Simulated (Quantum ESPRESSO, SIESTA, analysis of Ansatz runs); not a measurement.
# SiC (F-43m):In_Si, a ladder of methods on one cell (SIESTA and Quantum ESPRESSO), part 2 of 3

Question: at which Fermi levels does In_Si in SiC (F-43m) change its charge, and how much of the answer depends on the basis and the program? The model is a cell of 54 host atoms with 1 Si taken out and 1 In put in.

SIESTA and Quantum ESPRESSO ; SIESTA numerical-orbital DFT, PBEsol, DZP basis, PseudoDojo 0.4.1 potentials converted to PSML; charged supercells in a uniform background, point-charge correction with alignment at far sites.

So far. Step 2 (Band edges): The gap at this level is 1.23 eV.

## 3. Relaxing each charge state

Level of this step: SIESTA numerical-orbital DFT, PBEsol, DZP basis, PseudoDojo 0.4.1 potentials converted to PSML; relaxation of all atoms of a defect supercell (SIESTA).

Each state starts from the atoms near the defect displaced at random, so that no symmetry of the ideal site is imposed. An odd electron count needs spin polarisation, and the total moment is held fixed to keep the state apart from its neighbours in spin. Charge 0 is shown in full.

defect.fdf

```
SystemName                      InSi26C27
SystemLabel                     defect
NumberOfSpecies                 3
NumberOfAtoms                   54
%block ChemicalSpeciesLabel
  1   14 Si
  2    6 C
  3   49 In
%endblock ChemicalSpeciesLabel
LatticeConstant                 1.0 Ang
%block LatticeVectors
     0.000003000     6.564408000     6.564408000
     6.564408000     0.000003000     6.564408000
     6.564408000     6.564408000     0.000003000
%endblock LatticeVectors
AtomicCoordinatesFormat         Fractional
%block AtomicCoordinatesAndAtomicSpecies
    -0.001359810    -0.004034477    -0.000858663  1
     0.083332324     0.083332324     0.083332324  2
     0.005595804    -0.003360046     0.334759582  1
     0.087485935     0.078793843     0.420027622  2
    -0.001202861    -0.004155290     0.665817643  1
     0.080987487     0.089233012     0.745835926  2
     0.004850947     0.333923102     0.000392974  1
     0.086710704     0.412321019     0.080123571  2
     0.000001066     0.333334400     0.333334400  1
     0.083332324     0.416665657     0.416665657  2
     0.000001066     0.333334400     0.666667733  1
     0.080970955     0.422700080     0.750316551  2
    -0.000517325     0.664038652     0.006364484  1
     0.079654256     0.749200764     0.089683392  2
     0.000001066     0.666667733     0.333334400  1
     0.086311945     0.753679506     0.410745883  2
     0.002109327     0.671670701     0.664388228  1
     0.079979696     0.754544602     0.745838661  2
     0.333334400     0.000001066     0.000001066  1
     0.416665657     0.083332324     0.083332324  2
     0.339115709     0.000938456     0.330731183  1
     0.417385051     0.088707257     0.411378141  2
     0.331529259     0.006489827     0.665243932  1
     0.416665657     0.083332324     0.749998991  2
     0.336981119     0.334501189    -0.006391369  1
     0.422754972     0.413125647     0.080452167  2
     0.333334400     0.333334400     0.333334400  1
     0.421205895     0.411049106     0.418828247  2
     0.332257102     0.339610731     0.662663168  1
     0.421994289     0.411343582     0.750801125  2
     0.337591599     0.667292362    -0.006153752  1
     0.416665657     0.749998991     0.083332324  2
     0.339580995     0.662784345     0.332902182  1
     0.420330363     0.753926692     0.413279904  2
     0.338007878     0.666959933     0.660738124  3
     0.422878942     0.749637684     0.748111727  2
     0.666667733     0.000001066     0.000001066  1
     0.749998991     0.083332324     0.083332324  2
     0.664812359     0.003074570     0.337436248  1
     0.749998991     0.083332324     0.416665657  2
     0.666667733     0.000001066     0.666667733  1
     0.749998991     0.083332324     0.749998991  2
     0.663050929     0.335258460     0.005308391  1
     0.749998991     0.416665657     0.083332324  2
     0.663091314     0.329378682     0.336322286  1
     0.744413750     0.419633725     0.420674897  2
     0.669570197     0.330488734     0.671194135  1
     0.751624916     0.414587494     0.755272461  2
     0.666667733     0.666667733     0.000001066  1
     0.749998991     0.749998991     0.083332324  2
     0.663565967     0.664629675     0.331965239  1
     0.744659693     0.748490934     0.421466055  2
     0.670479411     0.670274944     0.661742686  1
     0.749998991     0.749998991     0.749998991  2
%endblock AtomicCoordinatesAndAtomicSpecies
%block kgrid.MonkhorstPack
    2   0   0  0.50
    0   2   0  0.50
    0   0   2  0.50
%endblock kgrid.MonkhorstPack
XC.Functional                   GGA
XC.Authors                      PBEsol
PAO.BasisSize                   DZP
PAO.EnergyShift                 0.005 Ry
Mesh.Cutoff                     300 Ry
Spin                            polarized
%block DM.InitSpin
    18   0.200
    30   0.200
    34   0.200
    35   0.200
    36   0.200
%endblock DM.InitSpin
Spin.Fix                        true
Spin.Total                      1.0
OccupationFunction              FD
ElectronicTemperature           0.01 eV
MaxSCFIterations                150
SCF.MustConverge                true
SCF.Mixer.Method                Pulay
SCF.Mixer.Weight                0.1
SCF.Mixer.History               10
SCF.DM.Tolerance                3.0e-4
SCF.H.Tolerance                 3.0e-3 eV
WriteForces                     true
Charge.Mulliken                 end
SaveRho                         true
SaveElectrostaticPotential      true
Charge.Hirshfeld                end
Charge.Voronoi                  end
MD.TypeOfRun                    Broyden
MD.Steps                        90
MD.MaxForceTol                  0.04 eV/Ang
MD.MaxDispl                     0.15 Ang
WriteCoorStep                   true
AtomCoorFormatOut               Fractional
```

On the command line:

```console
OMP_NUM_THREADS=1 siesta defect.fdf > defect.out
```

What it wrote:

```text
Version         : 5.4.2

                           ***********************
                           *  WELCOME TO SIESTA  *
                           ***********************

[...]
reinit: Reading from file defect.fdf

reinit: -----------------------------------------------------------------------
reinit: System Name: InSi26C27
reinit: -----------------------------------------------------------------------
reinit: System Label: defect
reinit: -----------------------------------------------------------------------

[...]
initatom: Reading input for the pseudopotentials and atomic orbitals ----------
Species number:   1 Atomic number:   14 Label: Si
Species number:   2 Atomic number:    6 Label: C
Species number:   3 Atomic number:   49 Label: In

[... pseudopotential checks and orbital generation ...]

prinput: Basis input

PAO.BasisType split

%block ChemicalSpeciesLabel
    1   14 Si                      # Species index, atomic number, species label
    2    6 C                       # Species index, atomic number, species label
    3   49 In                      # Species index, atomic number, species label
%endblock ChemicalSpeciesLabel

%block PAO.Basis                 # Define Basis set
# WARNING: This information might be incomplete!
Si                    2                    # Species label, number of l-shells
 n=3   0   2                         # n, l, Nzeta
   5.819      3.988
   1.000      1.000
 n=3   1   2 P   1                   # n, l, Nzeta, Polarization, NzetaPol
   7.489      5.207
   1.000      1.000
C                     2                    # Species label, number of l-shells
 n=2   0   2                         # n, l, Nzeta
   4.859      3.157
   1.000      1.000
 n=2   1   2 P   1                   # n, l, Nzeta, Polarization, NzetaPol
   5.984      3.889
   1.000      1.000
In                    4                    # Species label, number of l-shells
 n=5   0   2                         # n, l, Nzeta
   6.602      4.626
   1.000      1.000
 n=5   1   2                         # n, l, Nzeta
[...]
n=4   2   1                         # n, l, Nzeta
   3.897
   1.000
 n=5   2   1                         # n, l, Nzeta
   9.113
   1.000
%endblock PAO.Basis

prinput: ----------------------------------------------------------------------

coor:   Atomic-coordinates input format  =     Fractional

[...]
siesta: System type = bulk

initatomlists: Number of atoms, orbitals, and projectors:     54   707   702

[... echo of the settings ...]

siesta: k-grid: Number of k-points = 4
siesta: k-points from Monkhorst-Pack grid
siesta: k-cutoff (effective) =     9.283 Ang
siesta: k-point supercell and displacements
siesta: k-grid:     2     0     0      0.500
siesta: k-grid:     0     2     0      0.500
siesta: k-grid:     0     0     2      0.500

diag: Algorithm                                     = D&C
diag: Absolute tolerance                            =  0.100E-15
diag: Orthogonalization factor                      =  0.100E-05

superc: Internal auxiliary supercell:     3 x     3 x     3  =      27
superc: Number of atoms, orbitals, and projectors:   1458  19089  18954

                     ====================================
                        Begin Broyden opt. move =      0
                     ====================================

[...]
superc: Internal auxiliary supercell:     3 x     3 x     3  =      27
superc: Number of atoms, orbitals, and projectors:   1458  19089  18954

outcell: Unit cell vectors (Ang):
        0.000003    6.564408    6.564408
        6.564408    0.000003    6.564408
        6.564408    6.564408    0.000003

outcell: Cell vector modules (Ang)   :    9.283475    9.283475    9.283475
outcell: Cell angles (23,13,12) (deg):     60.0000     60.0000     60.0000
outcell: Cell volume (Ang**3)        :    565.7394
[...]
Initializing Density Matrix...

[...]
DM filled with atomic data (user-defined):

InitMesh: MESH = 80 x 80 x 80 = 512000
InitMesh: Mesh cutoff (required, used) =   300.000   307.859 Ry

[...]
iscf     Eharris(eV)        E_KS(eV)     FreeEng(eV)     dDmax     Ef_up Ef_dn(eV) dHmax(eV)
   scf:    1    -8880.017339    -9157.316744    -9157.320731  0.903692 -8.029398 -8.298513  7.074623
[...]
scf:    2    -9197.533449    -9178.256034    -9178.260562  0.030565 -7.648745 -7.925553  5.310502
[...]
scf:    3    -9219.599388    -9207.010540    -9207.014750  0.097258 -6.433229 -6.749970  0.755182
[...]
scf:    4    -9207.186845    -9207.115810    -9207.119700  0.005986 -6.399029 -6.717402  0.368680
[...]
scf:    5    -9207.146330    -9207.134984    -9207.138837  0.004200 -6.374424 -6.692199  0.137732
[...]
scf:    6    -9207.174543    -9207.156291    -9207.160192  0.004348 -6.363948 -6.677829  0.070922
[...]
scf:    7    -9207.168722    -9207.163069    -9207.166917  0.002360 -6.359549 -6.672074  0.071441
[...]
scf:    8    -9207.166307    -9207.164818    -9207.168596  0.001247 -6.355871 -6.667335  0.040120
[...]
scf:    9    -9207.165082    -9207.164961    -9207.168747  0.000282 -6.355825 -6.666294  0.029231
[...]
scf:   10    -9207.165160    -9207.165066    -9207.168830  0.000348 -6.355541 -6.665599  0.006488
[...]
scf:    1    -9210.043183    -9210.039485    -9210.044172  0.009480 -6.322743 -6.577862  0.054456
[...]
scf:    2    -9210.026455    -9210.035580    -9210.040319  0.001100 -6.313148 -6.568920  0.254887
[...]
scf:    3    -9210.040549    -9210.039776    -9210.044480  0.000909 -6.321104 -6.576024  0.004657
[...]
scf:    4    -9210.039795    -9210.039786    -9210.044488  0.000023 -6.321086 -6.575973  0.003293
[...]
scf:    5    -9210.039798    -9210.039793    -9210.044495  0.000031 -6.321060 -6.576084  0.001639
     spin moment: {S} , |S| = {        0.0        0.0    1.00000 }     1.00000

SCF Convergence by DM+H criterion
[...]
SCF cycle converged after 5 iterations

[...]
siesta: E_KS(eV) =            -9210.0398

siesta: Atomic forces (eV/Ang):
     1    0.007874    0.007955    0.020553
     2    0.013188    0.017557    0.004489
     3    0.019716   -0.001567   -0.011603
     4    0.007289   -0.002800   -0.002786
     5   -0.002044    0.005638   -0.002297
     6   -0.018619    0.013150    0.001069
     7    0.002270    0.000440    0.000608
     8    0.011712   -0.015901    0.017593
     9    0.003690   -0.006184    0.004767
    10   -0.012089    0.011804    0.005145
[...]
50    0.014309   -0.002910    0.017222
    51    0.011166   -0.005389    0.009303
    52    0.005741   -0.005689    0.005885
    53   -0.010627   -0.004237   -0.009333
    54   -0.010903    0.004317   -0.011253
   Tot   -0.002638    0.000963    0.000821
   Max    0.036056
   Res    0.012930    sqrt( Sum f_i^2 / 3N )
   Max    0.036056    constrained

Stress tensor Voigt[x,y,z,yz,xz,xy] (kbar):      -39.41      -39.53      -38.97       -3.65       -3.86       -3.30
[...]
outcoor: Relaxed atomic coordinates (fractional):
    0.00059321   -0.00021760   -0.00038866   1       1  Si
    0.08404864    0.08328278    0.08281458   2       2  C
    0.00115129   -0.00025961    0.33290385   1       3  Si
    0.08436922    0.08318005    0.41641143   2       4  C
   -0.00155125    0.00269985    0.66653702   1       5  Si
    0.08392817    0.08385171    0.74961391   2       6  C
    0.00090154    0.33335686   -0.00041715   1       7  Si
    0.08440087    0.41622171    0.08328451   2       8  C
    0.00094989    0.33319915    0.33338621   1       9  Si
    0.08372044    0.41703006    0.41660035   2      10  C
    0.00047026    0.33396496    0.66669655   1      11  Si
    0.08406937    0.41737853    0.74965834   2      12  C
   -0.00117767    0.66622556    0.00234239   1      13  Si
    0.08441121    0.74979258    0.08282944   2      14  C
    0.00068637    0.66691926    0.33296168   1      15  Si
    0.08450460    0.74995879    0.41606464   2      16  C
   -0.00253562    0.66760264    0.66650424   1      17  Si
    0.05527522    0.75948220    0.75906578   2      18  C
    0.33418666   -0.00020195   -0.00093902   1      19  Si
    0.41779968    0.08300018    0.08231929   2      20  C
[...]
0.33507478    0.66758374    0.66601206   3      35  In
[...]
0.66730490    0.33297622    0.33386976   1      45  Si
    0.75089712    0.41626312    0.41714088   2      46  C
    0.67025961    0.33084520    0.66725626   1      47  Si
    0.75043656    0.41737261    0.75033570   2      48  C
    0.66739368    0.66660936   -0.00056187   1      49  Si
    0.75076108    0.74973369    0.08291220   2      50  C
    0.67040335    0.66626130    0.33100272   1      51  Si
    0.75055109    0.74983429    0.41698815   2      52  C
    0.66842812    0.66816416    0.66768740   1      53  Si
    0.75060387    0.75031910    0.74973408   2      54  C

[...]
siesta: Final energy (eV):
siesta:  Band Struct. =   -2923.188419
siesta:       Kinetic =    5341.517408
siesta:       Hartree =    1369.560540
[...]
siesta:         Exch. =   -2916.057458
siesta:         Corr. =    -335.650647
[...]
siesta:   Exch.-corr. =   -3251.708104
siesta:  Ion-electron =   -7745.221504
siesta:       Ion-ion =   -4924.188133
[...]
siesta:         Total =   -9210.039793
siesta:      Fermi_up =      -6.321060
siesta:      Fermi_dn =      -6.576084

siesta: Stress tensor (static) (eV/Ang**3):
siesta:    -0.024599   -0.002060   -0.002411
siesta:    -0.002060   -0.024672   -0.002280
siesta:    -0.002411   -0.002280   -0.024326

siesta: Cell volume =        565.739362 Ang**3

siesta: Pressure (static):
siesta:                Solid            Molecule  Units
siesta:           0.00026719          0.00027414  Ry/Bohr**3
siesta:           0.02453236          0.02517067  eV/Ang**3
siesta:          39.30517244         40.32786542  kBar

[...]
mulliken: Qtot =      113.000

[...]
mulliken: Qtot =      112.000

Mulliken Atomic Populations:
Atom #   charge [q] valence [e]      Sz [e]  Species
     1    -0.128671    4.128671    0.000407  Si
     2     0.112000    3.888000    0.006180  C
     3    -0.127850    4.127850    0.000315  Si
     4     0.105236    3.894764    0.007566  C
     5    -0.210909    4.210909    0.010669  Si
     6     0.103323    3.896677    0.004730  C
     7    -0.127414    4.127414    0.000278  Si
     8     0.105530    3.894470    0.007071  C
     9    -0.087491    4.087491   -0.000905  Si
    10     0.104231    3.895769    0.003386  C
    11    -0.090769    4.090769   -0.000026  Si
    12     0.104157    3.895843    0.007421  C
    13    -0.211052    4.211052    0.011522  Si
    14     0.103471    3.896529    0.004841  C
    15    -0.091154    4.091154   -0.000064  Si
    16     0.104075    3.895925    0.007948  C
    17    -0.213749    4.213749    0.003711  Si
    18    -0.085691    4.085691    0.146606  C
    19    -0.070235    4.070235   -0.000085  Si
    20     0.119781    3.880219    0.063803  C
[...]
35     1.777618   11.222382    0.076684  In
[...]
45    -0.128092    4.128092    0.000329  Si
    46     0.105090    3.894910    0.007492  C
    47    -0.210187    4.210187    0.010807  Si
    48     0.103348    3.896652    0.004743  C
    49    -0.070682    4.070682   -0.000189  Si
    50     0.119617    3.880383    0.065035  C
    51    -0.212155    4.212155    0.011512  Si
    52     0.103176    3.896824    0.004855  C
    53    -0.208488    4.208488    0.004077  Si
    54     0.119752    3.880248    0.025658  C
 Total    -0.000000                1.000000

[...]
Job completed
```

The job ended after 53 min (1 MPI rank of Arm Neoverse V2, shared host; peak memory 1.3 GiB).

The steps and moves of this run count from the displaced start.

Step by step:

| step | energy less that of the first step (eV) | largest force (eV/Å) |
| --- | --- | --- |
| 0 | 0.0000 | 7.2500 |
| 1 | -2.3969 | 1.9898 |
| 2 | -2.7519 | 0.7412 |
| 3 | -2.8411 | 0.2306 |
| 4 | -2.8642 | 0.0920 |
| 5 | -2.8697 | 0.0619 |
| 6 | -2.8747 | 0.0421 |

The atoms that moved most (Å):

| atom | dx | dy | dz | length |
| --- | --- | --- | --- | --- |
| C34 | -0.140 | -0.133 | 0.085 | 0.211 |
| C18 | 0.119 | -0.075 | -0.130 | 0.192 |
| C30 | -0.102 | 0.086 | -0.121 | 0.180 |
| C36 | 0.131 | 0.085 | 0.088 | 0.179 |
| Si29 | -0.033 | 0.039 | -0.045 | 0.068 |
| Si51 | 0.004 | 0.039 | 0.056 | 0.068 |
| Si5 | 0.050 | 0.002 | 0.043 | 0.066 |
| Si25 | 0.033 | 0.038 | -0.039 | 0.064 |

Neighbours of In35 at the end:

| atom | distance (Å) |
| --- | --- |
| C36 | 2.085 |
| C30 | 2.120 |
| C18 | 2.121 |
| C34 | 2.123 |
| Si53 | 3.105 |
| Si31 | 3.106 |
| Si23 | 3.109 |
| Si51 | 3.112 |
| Si21 | 3.115 |
| Si5 | 3.118 |
| Si47 | 3.119 |
| Si25 | 3.122 |
| Si13 | 3.122 |
| Si29 | 3.128 |
| Si17 | 3.132 |
| Si33 | 3.132 |

Energies on the run's own zero. States near gap, by row:

| spin | k | band | energy (eV) | filled by count |
| --- | --- | --- | --- | --- |
| up | 0 | 109 | -7.146 | 1 |
| up | 0 | 110 | -7.143 | 1 |
| up | 0 | 111 | -7.038 | 1 |
| up | 0 | 112 | -6.607 | 1 |
| up | 0 | 113 | -6.606 | 1 |
| up | 0 | 114 | -4.407 | 0 |
| up | 0 | 115 | -4.375 | 0 |
| up | 0 | 116 | -4.374 | 0 |
| up | 0 | 117 | -3.652 | 0 |
| up | 1 | 109 | -7.493 | 1 |
| up | 1 | 110 | -7.35 | 1 |
| up | 1 | 111 | -7.25 | 1 |
| up | 1 | 112 | -6.834 | 1 |
| up | 1 | 113 | -6.738 | 1 |
| up | 1 | 114 | -4.965 | 0 |
| up | 1 | 115 | -3.795 | 0 |
| up | 1 | 116 | -3.747 | 0 |
| up | 1 | 117 | -3.246 | 0 |
| down | 0 | 108 | -7.469 | 1 |
| down | 0 | 109 | -7.098 | 1 |
| down | 0 | 110 | -7.096 | 1 |
| down | 0 | 111 | -6.987 | 1 |
| down | 0 | 112 | -6.427 | 1 |
| down | 0 | 113 | -6.418 | 0 |
| down | 0 | 114 | -4.399 | 0 |
| down | 0 | 115 | -4.367 | 0 |
| down | 0 | 116 | -4.366 | 0 |
| down | 1 | 108 | -7.592 | 1 |
| down | 1 | 109 | -7.472 | 1 |
| down | 1 | 110 | -7.3 | 1 |
| down | 1 | 111 | -7.189 | 1 |
| down | 1 | 112 | -6.774 | 1 |
| down | 1 | 113 | -6.568 | 0 |
| down | 1 | 114 | -4.955 | 0 |
| down | 1 | 115 | -3.779 | 0 |
| down | 1 | 116 | -3.736 | 0 |

The states that were run, at 2×2×2 shifted by half a step, on 1 MPI rank of Arm Neoverse V2, shared host:

| charge | moment (μB) | outcome | structures computed | largest displacement of a host atom from its site (Å) | lowest empty less highest filled level (eV) | time |
| --- | --- | --- | --- | --- | --- | --- |
| −1 | 0 | converged | 7 | 0.21 | 1.43 | 25 min |
| 0 | 1 | converged | 7 | 0.23 | -0.15 | 53 min |

At charge 0 filled and empty levels, counted over both spins and all k-points, touch or overlap: the last carrier shares a level or a band, or the held moment keeps an electron of one spin above an empty level of the other.

Against the host's sites the lattice moves most at charge 0 (0.23 Å); the smallest move among the states is 0.21 Å.

(Continued in part 3 of 3.)

[Logs are printed without paths, hosts, clocks, repeated set-up lines and the standing remarks that a program may print on its own settings, such as how far it seeks lower states.]

[Hosts, paths, dates, database ids (printed as entryN), source tags and the programs' standing remarks are cut or masked in the printed files.]

[For some hosts the program warned that the k-mesh of the response run may be too coarse for force constants and the static dielectric constant; such warnings are not shown here.]

[Charge tables in the logs are Mulliken or Hirshfeld populations, whose sizes and signs can differ; where basis functions stand at a vacancy, SIESTA counts their charge against the missing atom's valence.]

[In relaxation paths of CP2K, step 0 can be the structure after the first move, since the trajectory file begins there, and the last row can be the final structure solved once more.]
